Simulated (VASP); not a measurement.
Write the native input for VASP 6.6.1 that does the following.

- Task: single point
- Functional: PBE
- Potentials or basis: VASP PAW PBE potentials, release 64 (I_GW)
- Cutoff: 500 eV
- k mesh: 4 × 4 × 4
- Occupations: gaussian, width 0.02 eV
- Spin: no spin polarisation
- Further INCAR settings: ALGO = Fast; EDIFF = 1e-07

The structure of I lies in POSCAR:

```
I
1.0
   -2.0893754423      2.0893754423      2.0893754423
    2.0893754423     -2.0893754423      2.0893754423
    2.0893754423      2.0893754423     -2.0893754423
I
1
Direct
    0.0000000000      0.0000000000      0.0000000000
```

The real solid is made of molecules; this cell is a model form.

These files were run (other wordings do the same):

INCAR

```
PREC     = Accurate       # precision mode
ENCUT    = 500            # plane-wave cutoff, eV
EDIFF    = 1E-7           # SCF threshold, eV
ISMEAR   = 0              # smearing method
SIGMA    = 0.02           # smearing width, eV
LREAL    = False          # projectors in reciprocal space
LASPH    = True           # aspherical terms in the spheres
NELM     = 60             # most SCF steps
ALGO     = Fast           # electronic algorithm
ISIF     = 2              # what is computed and relaxed
LWAVE    = False          # write WAVECAR
LCHARG   = False          # write CHGCAR
GGA      = PE             # functional
```

KPOINTS

```
regular mesh
0
Gamma
  4 4 4
```

Potentials or basis: VASP PAW PBE potentials, release 64 (I_GW).

Command:

```bash
$ cat potpaw_PBE.64/I_GW/POTCAR > POTCAR
$ mpirun -np 1 vasp_std > vasp.out
```

Results of the run:

```
Pressure               : -0.6 GPa
Band gap on the k mesh : none (metal or under the smearing width)
```

Caveat: the k mesh is coarse (spacing up to 0.53 Å⁻¹), so the values aren't converged; an odd number of electrons without spin polarisation forces a metal; a magnetic or distorted state may lie lower.

It took 3.1 s on 1 thread of Intel(R) Xeon(R) 6975P-C (Granite Rapids), on a shared host, peak memory 0.14 GiB.
